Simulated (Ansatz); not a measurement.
**Compressing TiCo3: a fit and a missing row**

TiCo3, Pm-3m, a = 3.587 Å. The structure is a COD entry; whether it is the stable form wasn't checked. Ansatz: r2SCAN, PAW, 500 eV, Γ-centred 12×12×12 mesh on 4 atoms, Gaussian smearing 0.10 eV; collinear spin, largest moment 1.3 μB. Symmetry fixes shape and atoms, so the cell is only scaled; pressure is positive in compression.

| V (Å³/atom) | P (GPa) |
| --- | --- |
| 10.155 | ? |
| 10.501 | 23.67 |
| 10.848 | 14.42 |
| 11.194 | 6.58 |
| 11.540 | -0.02 |
| 11.886 | -5.55 |
| 12.232 | -10.11 |
| 12.694 | -14.85 |

Question: Take V0 = 11.540 Å³/atom, count pressures from its P0 = -0.02 GPa, fit the third-order Birch–Murnaghan form to the other rows, and predict the missing pressure.

Answer: With the Eulerian strain f = ½[(V0/V)^(2/3) − 1] and y = (P − P0)/[3f(1 + 2f)^(5/2)], the form is the line y = B0 + 1.5 B0 (B0′ − 4) f. Rows (f, y): 0.03246, 207.9; 0.02104, 206.4; 0.01025, 204.0; -0.00975, 198.6; -0.01904, 194.7; -0.03078, 188.3. Means f = 0.0006967, y = 199.98; Σ(Δf)² = 0.003003, ΣΔfΔy = 0.9068; the slope is their ratio. y = 199.8 + 301.9 f GPa, so B0 = 199.8 GPa and B0′ = 4 + 2 × (301.9)/(3 × 199.8) = 5.01. At V = 10.155, f = 0.04449, y = 213.23 and P = 35.20 GPa. The run gave 34.45 GPa, so the fit is 0.75 GPa too high, 1.5 % of the span of the series, against an rms of 0.11 GPa on the fitted rows. The row lies outside the fitted range. The points of y bend away from a line: a fourth-order term fitted to them gives P = 34.32 GPa at this row's volume (the line 35.20, the run 34.45). The records add, with no proof that it causes the miss: the largest moment runs from 1.20 to 1.43 μB along the series.

The largest moment runs from 1.20 to 1.43 μB along the series, so B0 and B0′ hold the change of the moment too.

The state reached may not be the lowest one.

The missed pressure is mainly a failure of extrapolation. The normalised pressure y falls faster on expansion than it rises on compression, so the stretched cells steepen the line and it overshoots at small volume. Allowing for curvature brings the prediction from 35.20 to 34.32 GPa, slightly below the computed 34.45 GPa. B0′ = 5.01 is therefore partly an average over the fitted range rather than a purely local derivative at V0.

The stiffness itself is that of a transition metal with partly filled, bonding d bands: compression strengthens d–d overlap, but the kinetic energy and core repulsion rise faster. On expansion the d bands narrow, which usually favours larger moments and softens an itinerant magnet. This may add to the curvature, but ordinary anharmonic weakening of the bonds would bend y in the same way. Meta-GGA functionals also tend to exaggerate itinerant moments, so any magnetic share is probably overstated. Separating the two would need the same compression series with the moment held fixed.
